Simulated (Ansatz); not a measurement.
The system is Si2Mo.

```xyz
9
Lattice="4.5855 0.0000 0.0000 -2.2927 3.9711 0.0000 0.0000 0.0000 6.5798" Properties=species:S:1:pos:R:3 pbc="T T T"
Mo    1.1464    1.9856    5.4831
Mo   -1.1464    1.9856    1.0966
Mo    2.2927    0.0000    3.2899
Si    0.0000    1.3015    3.2899
Si    1.1656    3.3204    1.0966
Si    3.4583    0.6508    5.4831
Si    2.2927    2.6696    3.2899
Si    1.1272    0.6508    1.0966
Si   -1.1656    3.3204    5.4831
```

Measurements of this composition are mostly on another form, of space group No. 139.

Below is the output of Ansatz 0.2.0 for this cell. Logs are shortened: lines on timing, memory, paths and dates and some standing lists are left out, and cuts for length are marked.

```text
Warning: RAYON_NUM_THREADS=4 ignored (pool sized by the plan → 4); use --threads N
Engine: ansatz 0.2.0, aarch64-unknown-linux-gnu
Pseudopotentials: kind: paw
Pseudopotential: Mo, paw, valence charge 14, recommended cutoff 420 eV (normal), Mo.paw.azcp
Pseudopotential: Si, paw, valence charge 4, recommended cutoff 420 eV (normal), Si.paw.azcp
Functional definition: PBE
  parameter kappa = 0.804
  parameter beta = 0.06672455060314922
  exchange = pbe_x(kappa = kappa, mu = beta*pi^2/3)
  correlation = pbe_c(beta = beta)
Crystal: 9 atoms, lattice volume = 119.814 Å³
Basis set: ecut = 420 eV, 2331 PW (Γ), exchange–correlation on 64×64×90 points (8 copies of the dense FFT grid, shifted against one another)
Bands: 42, of which v1, the nominal top of the filled ones, is band 33 counted from 1 (32 counted from 0)
Symmetry: 12 space group operations
Space group: P6222 (ITA 180), of the structure as read, at distance tolerance 4.9e-5 Å
k-points: 10 of 75
Non-local potential: Mo, projectors of the file, l = 0: 3, l = 1: 2, l = 2: 2, l = 3: 1
Non-local potential: Si, projectors of the file, l = 0: 2, l = 1: 2, l = 2: 2
PAW form: soft (Blöchl's): semilocal exchange-correlation on the pseudo side does not see the compensation charge
PAW one-centre angular grid: Mo, 590 points (default); XC on 64 Gauss nodes
[... 97 lines left out ...]
  atom   4  Si    -0.00000000     0.00113783     0.00000000
  atom   5  Si    -0.00098539    -0.00056892    -0.00000000
  atom   6  Si    -0.00098539     0.00056892     0.00000000
  atom   7  Si     0.00000000    -0.00113783     0.00000000
  atom   8  Si     0.00098539     0.00056892    -0.00000000
  atom   9  Si     0.00098539    -0.00056892    -0.00000000
  max |Σ_I F_I| component: 9.30e-17 eV/Å
--- Stress (GPa, compression-positive) ---
        0.013592       0.000000       0.000000
        0.000000       0.013592      -0.000000
       -0.000000      -0.000000      -0.004564
  P = ⅓ Tr σ = 0.0075 GPa (0.075 kbar)
--- Band table (eV; the first three rows and the last of 10) ---
  k-point 0: bands = ["-44.8115", "-44.7834", "-44.7834", "-19.0391", "-19.0364", "-19.0364", "-19.0294", "-19.0294", "-18.9475", "-18.8902", "-18.8902", "-18.8745", "2.4147", "5.4721", "5.4721", "9.1521", "9.8511", "9.8511", "10.2542", "10.2542", "11.1282", "11.4884", "11.4884", "11.8043", "12.7340", "12.7340", "13.1575", "13.1575", "13.3508", "13.3508", "13.6136", "14.2476", "15.5506", "18.2847", "18.6340", "18.6340", "18.7032", "18.8068", "19.0983", "19.0983", "19.2461", "19.2461"]
  k-point 1: bands = ["-44.8071", "-44.7959", "-44.7752", "-19.0793", "-19.0417", "-19.0267", "-19.0161", "-18.9668", "-18.9498", "-18.9342", "-18.9015", "-18.8573", "2.8144", "3.9257", "6.9941", "9.4624", "9.5623", "9.7844", "9.8110", "10.8514", "10.8862", "10.9567", "11.0766", "11.1414", "12.7931", "12.9182", "13.0013", "13.0960", "13.7219", "14.1012", "14.2499", "14.6167", "16.0070", "18.3191", "18.3647", "18.3926", "18.7754", "18.8561", "18.9065", "18.9110", "18.9727", "19.0863"]
  k-point 2: bands = ["-44.8091", "-44.7856", "-44.7833", "-19.0698", "-19.0516", "-19.0330", "-19.0238", "-19.0065", "-18.9444", "-18.8992", "-18.8942", "-18.8611", "2.8068", "5.7052", "5.7821", "7.7000", "8.6672", "9.5719", "9.9655", "11.0061", "11.6140", "11.6510", "12.0599", "12.3017", "12.6141", "13.0203", "13.2119", "13.3347", "13.3784", "13.4750", "13.7750", "13.8882", "15.3366", "17.3184", "17.6138", "17.8249", "17.9454", "18.1551", "18.6341", "18.9179", "19.2104", "19.4772"]
  k-point 9: bands = ["-44.8013", "-44.7917", "-44.7845", "-19.0838", "-19.0757", "-19.0540", "-19.0161", "-18.9768", "-18.9607", "-18.9156", "-18.8653", "-18.8581", "4.8426", "5.4560", "5.7374", "6.4912", "7.5726", "8.5591", "9.6390", "10.1888", "11.1274", "11.9625", "12.3392", "12.5297", "12.8328", "13.1100", "13.1501", "13.2620", "13.8506", "14.4015", "14.8203", "15.1212", "15.8505", "16.8615", "17.1411", "17.8606", "17.9559", "18.0406", "18.4986", "18.8098", "18.8927", "19.2039"]
--- Relaxed structure (4 steps of the walk, 4 accepted, 1 SCFs on fresh bases) ---
  F+E_penalty+E_count = -18687.13912290 eV   max|allowed force component| = 1.138e-3 eV/Å   (the final SCF, on the basis selected at the relaxed cell)
  cell:  # Å, volume = 121.7926 Å³
    - [4.613869035062647, 2.90463903666697e-11, -2.9856370146231464e-35]
    - [-2.3069345175564786, 3.995727794084125, -4.971275245427355e-35]
    - [-1.263819574120109e-33, -1.6065503060848845e-34, 6.6063210998581265]
  atoms:
    - { symbol: Mo, position: [0.49999999999999994, 0.4999999999999999, 0.8333333333333334] }
    - { symbol: Mo, position: [4.900347874982489e-35, 0.49999999999999994, 0.16666666666666666] }
    - { symbol: Mo, position: [0.5, -6.825518790778935e-21, 0.49999999999999994] }
    - { symbol: Si, position: [0.1640202604799938, 0.3280405209599876, 0.49999999999999994] }
    - { symbol: Si, position: [0.6719594790400123, 0.8359797395200063, 0.16666666666666666] }
    - { symbol: Si, position: [0.8359797395200061, 0.16402026047999382, 0.8333333333333334] }
    - { symbol: Si, position: [0.8359797395200061, 0.6719594790400123, 0.49999999999999994] }
    - { symbol: Si, position: [0.32804052095998765, 0.16402026047999377, 0.16666666666666666] }
    - { symbol: Si, position: [0.1640202604799938, 0.835979739520006, 0.8333333333333334] }
```

What input gives this log?

Relaxation of cell and atoms with PBE, no spin polarisation. The files as run (others can give the same):

input.yaml
```yaml
crystal:
  lattice:
    - [4.5854715599, 0.0, 0.0]
    - [-2.29273578, 3.9711348592, 0.0]
    - [0.0, 0.0, 6.5797601]
  atoms:
    - { symbol: Mo, position: [0.5, 0.5, 0.8333333333] }
    - { symbol: Mo, position: [0.0, 0.5, 0.1666666667] }
    - { symbol: Mo, position: [0.5, 0.0, 0.5] }
    - { symbol: Si, position: [0.16387298, 0.32774596, 0.5] }
    - { symbol: Si, position: [0.67225404, 0.83612702, 0.1666666667] }
    - { symbol: Si, position: [0.83612702, 0.16387298, 0.8333333333] }
    - { symbol: Si, position: [0.83612702, 0.67225404, 0.5] }
    - { symbol: Si, position: [0.32774596, 0.16387298, 0.1666666667] }
    - { symbol: Si, position: [0.16387298, 0.83612702, 0.8333333333] }
hamiltonian:
  xc: pbe
  pseudopotentials: { kind: paw }
kpoints:
  mp_grid: { grid: [5, 5, 3] }
scf:
  occupations: { method: fermi_dirac, width: 0.05 }
output:
  forces: true
  stress: true
  eigenvalues: true
relax:
  f_tol: 0.01
  max_steps: 40
  cell: { stress_tol: 0.05 }
```

Potentials or basis: Ansatz PAW.
Run with:
```console
$ ansatz run input.yaml --threads 4 --pin off --max-ram 11264MiB --backend cpu --events-out ev --progress --plain --runs-dir out
```

Caveat: odd divisions of the mesh miss points on the zone boundary, where band edges often lie, so the gap on the mesh can be too wide; the plane-wave basis is chosen anew once the cell has moved, so the energies of steps on either side of that aren't comparable.
